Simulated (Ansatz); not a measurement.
Computed with DFT, PBE, plane waves (420 eV) with PAW, scalar-relativistic (Ansatz).

An element in the dhcp structure gives this curve. The cell is scaled uniformly from the relaxed one, with fractional coordinates and shape fixed. Energies are extrapolated to zero smearing, pressures are those at the given smearing. Magnetic state: spin not included.

```tsv
V (Å³/atom)	E − E₀ (meV/atom)	P (GPa)
13.546	146.1	29.94
14.161	57.8	17.28
14.777	12.4	7.50
15.393	0.0	-0.05
16.008	13.1	-5.86
16.624	45.7	-10.31
17.240	93.3	-13.68
```

Which element is it?
A. tungsten
B. osmium
C. palladium
D. silicon

C. Its fit is V₀ = 15.36 Å³/atom, B₀ = 167 GPa, B₀′ = 5.5.
